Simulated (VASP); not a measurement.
From an Ansatz input to VASP: InP (strained zincblende)

Ansatz input

```yaml
crystal:
  lattice:
    - [0.0, 2.8947118821, 2.8947118821]
    - [2.8947118821, 0.0, 2.8947118821]
    - [2.8947118821, 2.8947118821, 0.0]
  atoms:
    - { symbol: In, position: [0.0, 0.0, 0.0] }
    - { symbol: P, position: [0.25, 0.25, 0.25] }
kpoints:
  mp_grid: { grid: [8, 8, 8] }
  band_path:
    path:
      - [0.0, 0.0, 0.0]
      - [-0.5, -0.5, 0.0]
      - [-0.375, -0.375, 0.25]
      - [-0.375, 0.0, 0.375]
      - [0.0, 0.0, 0.5]
      - [-0.5, -0.25, 0.25]
    npoints: 1
hamiltonian:
  xc: r2scan
scf:
  occupations: { method: fixed }
  n_extra_bands: 4
output:
  forces: true
  stress: true
  eigenvalues: true
```

Task: Which VASP files do the same job?

Result: 

INCAR

```
NSW = 0
ALGO = Normal
NELM = 120
LCHARG = .FALSE.
PREC = Accurate
METAGGA = R2SCAN
EDIFF = 1E-7
LREAL = .FALSE.
ISMEAR = 0
SIGMA = 0.01
LASPH = .TRUE.
IBRION = -1
NBANDS = 16
LWAVE = .FALSE.
ENCUT = 520
ISIF = 2
```

KPOINTS

```
KPOINTS created by Atomic Simulation Environment
0
Gamma
8 8 8
0 0 0
```

KPOINTS_OPT

```
special points
6
Reciprocal
0.0000000000 0.0000000000 0.0000000000 1
-0.5000000000 -0.5000000000 0.0000000000 1
-0.3750000000 -0.3750000000 0.2500000000 1
-0.3750000000 0.0000000000 0.3750000000 1
0.0000000000 0.0000000000 0.5000000000 1
-0.5000000000 -0.2500000000 0.2500000000 1
```

POSCAR

```
In P
 1.0000000000000000
     0.0000000000000000    2.8947118821000002    2.8947118821000002
     2.8947118821000002    0.0000000000000000    2.8947118821000002
     2.8947118821000002    2.8947118821000002    0.0000000000000000
 In  P
   1   1
Cartesian
  0.0000000000000000  0.0000000000000000  0.0000000000000000
  1.4473559410500001  1.4473559410500001  1.4473559410500001
```

VASP ran with the recommended PBE PAW datasets (18 valence electrons in the cell). Other inputs would serve too.

|  | Ansatz | VASP |
| --- | --- | --- |
| gap between bands v and c | 1.38 eV | 1.38 eV |
| least direct gap | 1.38 eV | 1.38 eV |
| pressure | 4.7 GPa | 4.6 GPa |

The two codes use different PAW datasets and cutoffs. VASP's cell holds 18 valence electrons and Ansatz's 18. Ansatz's stress includes a Pulay correction; VASP's doesn't.
